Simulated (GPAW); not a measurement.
Write an ASE script for GPAW 26.7.0 that does the following.

* Task: equation of state
* Functional: MS2
* Potentials or basis: GPAW PAW data sets (gpaw-data 1.2.1)
* Cutoff: 600 eV
* Basis: pw
* k mesh: 6 × 6 × 6
* Occupations: fermi-dirac, width 0.05 eV
* Spin: no spin polarisation
* Maxiter: 150
* Eos scales: [0.94, 0.96, 0.98, 1.0, 1.02, 1.04, 1.06]

The structure of TePb lies in TePb.cif:

```cif
data_TePb
_cell_length_a 6.46200000
_cell_length_b 6.46200000
_cell_length_c 6.46200000
_cell_angle_alpha 90.00000000
_cell_angle_beta 90.00000000
_cell_angle_gamma 90.00000000
_space_group_name_H-M_alt 'Fm-3m'
_space_group_name_Hall '-F 4 2 3'
_space_group_IT_number 225
loop_
_space_group_symop_operation_xyz
'x,y,z'
'-x,-y,-z'
'-y,x,z'
'y,-x,-z'
'-x,-y,z'
'x,y,-z'
'y,-x,z'
'-y,x,-z'
'x,-y,-z'
'-x,y,z'
'-y,-x,-z'
'y,x,z'
'-x,y,-z'
'x,-y,z'
'y,x,-z'
'-y,-x,z'
'z,x,y'
'-z,-x,-y'
'z,-y,x'
'-z,y,-x'
'z,-x,-y'
'-z,x,y'
'z,y,-x'
'-z,-y,x'
'-z,x,-y'
'z,-x,y'
'-z,-y,-x'
'z,y,x'
'-z,-x,y'
'z,x,-y'
'-z,y,x'
'z,-y,-x'
'y,z,x'
'-y,-z,-x'
'x,z,-y'
'-x,-z,y'
'-y,z,-x'
'y,-z,x'
'-x,z,y'
'x,-z,-y'
'-y,-z,x'
'y,z,-x'
'-x,-z,-y'
'x,z,y'
'y,-z,-x'
'-y,z,x'
'x,-z,y'
'-x,z,-y'
'x,y+1/2,z+1/2'
'-x,-y+1/2,-z+1/2'
'-y,x+1/2,z+1/2'
'y,-x+1/2,-z+1/2'
'-x,-y+1/2,z+1/2'
'x,y+1/2,-z+1/2'
'y,-x+1/2,z+1/2'
'-y,x+1/2,-z+1/2'
'x,-y+1/2,-z+1/2'
'-x,y+1/2,z+1/2'
'-y,-x+1/2,-z+1/2'
'y,x+1/2,z+1/2'
'-x,y+1/2,-z+1/2'
'x,-y+1/2,z+1/2'
'y,x+1/2,-z+1/2'
'-y,-x+1/2,z+1/2'
'z,x+1/2,y+1/2'
'-z,-x+1/2,-y+1/2'
'z,-y+1/2,x+1/2'
'-z,y+1/2,-x+1/2'
'z,-x+1/2,-y+1/2'
'-z,x+1/2,y+1/2'
'z,y+1/2,-x+1/2'
'-z,-y+1/2,x+1/2'
'-z,x+1/2,-y+1/2'
'z,-x+1/2,y+1/2'
'-z,-y+1/2,-x+1/2'
'z,y+1/2,x+1/2'
'-z,-x+1/2,y+1/2'
'z,x+1/2,-y+1/2'
'-z,y+1/2,x+1/2'
'z,-y+1/2,-x+1/2'
'y,z+1/2,x+1/2'
'-y,-z+1/2,-x+1/2'
'x,z+1/2,-y+1/2'
'-x,-z+1/2,y+1/2'
'-y,z+1/2,-x+1/2'
'y,-z+1/2,x+1/2'
'-x,z+1/2,y+1/2'
'x,-z+1/2,-y+1/2'
'-y,-z+1/2,x+1/2'
'y,z+1/2,-x+1/2'
'-x,-z+1/2,-y+1/2'
'x,z+1/2,y+1/2'
'y,-z+1/2,-x+1/2'
'-y,z+1/2,x+1/2'
'x,-z+1/2,y+1/2'
'-x,z+1/2,-y+1/2'
'x+1/2,y,z+1/2'
'-x+1/2,-y,-z+1/2'
'-y+1/2,x,z+1/2'
'y+1/2,-x,-z+1/2'
'-x+1/2,-y,z+1/2'
'x+1/2,y,-z+1/2'
'y+1/2,-x,z+1/2'
'-y+1/2,x,-z+1/2'
'x+1/2,-y,-z+1/2'
'-x+1/2,y,z+1/2'
'-y+1/2,-x,-z+1/2'
'y+1/2,x,z+1/2'
'-x+1/2,y,-z+1/2'
'x+1/2,-y,z+1/2'
'y+1/2,x,-z+1/2'
'-y+1/2,-x,z+1/2'
'z+1/2,x,y+1/2'
'-z+1/2,-x,-y+1/2'
'z+1/2,-y,x+1/2'
'-z+1/2,y,-x+1/2'
'z+1/2,-x,-y+1/2'
'-z+1/2,x,y+1/2'
'z+1/2,y,-x+1/2'
'-z+1/2,-y,x+1/2'
'-z+1/2,x,-y+1/2'
'z+1/2,-x,y+1/2'
'-z+1/2,-y,-x+1/2'
'z+1/2,y,x+1/2'
'-z+1/2,-x,y+1/2'
'z+1/2,x,-y+1/2'
'-z+1/2,y,x+1/2'
'z+1/2,-y,-x+1/2'
'y+1/2,z,x+1/2'
'-y+1/2,-z,-x+1/2'
'x+1/2,z,-y+1/2'
'-x+1/2,-z,y+1/2'
'-y+1/2,z,-x+1/2'
'y+1/2,-z,x+1/2'
'-x+1/2,z,y+1/2'
'x+1/2,-z,-y+1/2'
'-y+1/2,-z,x+1/2'
'y+1/2,z,-x+1/2'
'-x+1/2,-z,-y+1/2'
'x+1/2,z,y+1/2'
'y+1/2,-z,-x+1/2'
'-y+1/2,z,x+1/2'
'x+1/2,-z,y+1/2'
'-x+1/2,z,-y+1/2'
'x+1/2,y+1/2,z'
'-x+1/2,-y+1/2,-z'
'-y+1/2,x+1/2,z'
'y+1/2,-x+1/2,-z'
'-x+1/2,-y+1/2,z'
'x+1/2,y+1/2,-z'
'y+1/2,-x+1/2,z'
'-y+1/2,x+1/2,-z'
'x+1/2,-y+1/2,-z'
'-x+1/2,y+1/2,z'
'-y+1/2,-x+1/2,-z'
'y+1/2,x+1/2,z'
'-x+1/2,y+1/2,-z'
'x+1/2,-y+1/2,z'
'y+1/2,x+1/2,-z'
'-y+1/2,-x+1/2,z'
'z+1/2,x+1/2,y'
'-z+1/2,-x+1/2,-y'
'z+1/2,-y+1/2,x'
'-z+1/2,y+1/2,-x'
'z+1/2,-x+1/2,-y'
'-z+1/2,x+1/2,y'
'z+1/2,y+1/2,-x'
'-z+1/2,-y+1/2,x'
'-z+1/2,x+1/2,-y'
'z+1/2,-x+1/2,y'
'-z+1/2,-y+1/2,-x'
'z+1/2,y+1/2,x'
'-z+1/2,-x+1/2,y'
'z+1/2,x+1/2,-y'
'-z+1/2,y+1/2,x'
'z+1/2,-y+1/2,-x'
'y+1/2,z+1/2,x'
'-y+1/2,-z+1/2,-x'
'x+1/2,z+1/2,-y'
'-x+1/2,-z+1/2,y'
'-y+1/2,z+1/2,-x'
'y+1/2,-z+1/2,x'
'-x+1/2,z+1/2,y'
'x+1/2,-z+1/2,-y'
'-y+1/2,-z+1/2,x'
'y+1/2,z+1/2,-x'
'-x+1/2,-z+1/2,-y'
'x+1/2,z+1/2,y'
'y+1/2,-z+1/2,-x'
'-y+1/2,z+1/2,x'
'x+1/2,-z+1/2,y'
'-x+1/2,z+1/2,-y'
loop_
_atom_site_label
_atom_site_type_symbol
_atom_site_symmetry_multiplicity
_atom_site_Wyckoff_symbol
_atom_site_fract_x
_atom_site_fract_y
_atom_site_fract_z
_atom_site_occupancy
Pb1 Pb 4 a 0.0000000000 0.0000000000 0.0000000000 1
Te1 Te 4 b 0.5000000000 0.0000000000 0.0000000000 1
```

The input as run:

run.py

```python
import spglib
from ase import Atoms
from ase.eos import EquationOfState
from ase.io import Trajectory, read
from ase.units import GPa
from gpaw import GPAW, PW

atoms = read('TePb.cif')
cell, positions, numbers = spglib.find_primitive(
    (atoms.cell[:], atoms.get_scaled_positions(), atoms.numbers), symprec=1e-4)
atoms = Atoms(numbers, cell=cell, scaled_positions=positions, pbc=True)

traj = Trajectory('eos.traj', 'w')
volumes, energies = [], []
for x in [0.94, 0.96, 0.98, 1.0, 1.02, 1.04, 1.06]:
    a = atoms.copy()
    a.set_cell(atoms.cell * x**(1 / 3), scale_atoms=True)
    calc = GPAW(mode=PW(600),
                xc='MGGA_X_MS2+GGA_C_REGTPSS',
                kpts={'size': (6, 6, 6), 'gamma': True},
                occupations={'name': 'fermi-dirac', 'width': 0.05},
                nbands=19,
                convergence={'density': 1e-05, 'energy': 1e-05},
                maxiter=150,
                txt=f'eos-{x:.2f}.txt')
    a.calc = calc
    energies.append(a.get_potential_energy(force_consistent=True))
    volumes.append(a.get_volume())
    p = -a.get_stress()[:3].mean() / GPa
    calc.write(f'eos-{x:.2f}.gpw')
    traj.write(a)
    print(f'{x:.2f} {volumes[-1]:10.4f} A^3 {energies[-1]:14.6f} eV {p:9.3f} GPa', flush=True)

v0, e0, B = EquationOfState(volumes, energies, eos='birchmurnaghan').fit()
print(f'V0 = {v0:.4f} A^3, E0 = {e0:.6f} eV, B0 = {B / GPa:.2f} GPa')
```

Potentials or basis: GPAW PAW data sets (gpaw-data 1.2.1), pw.

Run with:

```bash
$ OMP_NUM_THREADS=1 python run.py
```

It gave:

* Equilibrium volume: 33.35 Å³/atom (rough: see the caveat)
* Bulk modulus: 44 GPa (rough)

Caveat: the points scatter about the fit; the PAW data sets were made with another functional, which shifts forces and pressure a little.

Wall time 9.4 min on 1 thread of Arm Neoverse V1, on a shared host, peak memory 1.1 GiB.
